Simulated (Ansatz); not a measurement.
Sb2Te3 (Bi2Te3 type, space group R-3m)

```cif
data_Sb2Te3
_chemical_formula_sum 'Sb2 Te3'
_space_group_name_H-M_alt 'P 1'
_space_group_IT_number 1
_cell_length_a 10.24356
_cell_length_b 10.24356
_cell_length_c 10.24356
_cell_angle_alpha 24.095
_cell_angle_beta 24.095
_cell_angle_gamma 24.095
loop_
_space_group_symop_operation_xyz
  'x, y, z'
loop_
_atom_site_label
_atom_site_type_symbol
_atom_site_fract_x
_atom_site_fract_y
_atom_site_fract_z
_atom_site_occupancy
Sb1 Sb 0.39906 0.39906 0.39906 1
Sb2 Sb 0.60094 0.60094 0.60094 1
Te1 Te 0.00000 0.00000 0.00000 1
Te2 Te 0.21017 0.21017 0.21017 1
Te3 Te 0.78983 0.78983 0.78983 1
```

E(V) scan at fixed shape, V₀ the volume above. The atoms relax within the cell's symmetry.

These are PBE-D3(BJ) (plane waves to 420 eV, PAW, scalar-relativistic; Ansatz, a first-principles code) values and carry that method's errors. k mesh 9×9×9 (Γ-centred), Fermi-Dirac smearing 0.05 eV. E stands for the smeared free energy. Stress and pressure are positive under compression. Sb2Te3 was relaxed with its symmetry unable to fall. Spin-orbit coupling is left out, though Sb and Te are heavy. ΔE is measured from the relaxed starting cell.

Task: Estimate the ΔE (meV/atom) and P (GPa) for V/V₀ = 0.917, 0.933, 0.950, 0.967, 1.017, 1.067, 1.083, 1.100.

Result: 
```csv
V/V₀,ΔE (meV/atom),P (GPa)
0.917,35,4.7
0.933,21,3.5
0.950,11,2.5
0.967,5,1.5
1.017,1,-0.6
1.067,15,-2.1
1.083,22,-2.4
1.100,31,-2.7
```

(A scan under strain: stresses follow from slopes of the energy per volume, elastic moduli from its curvatures.)
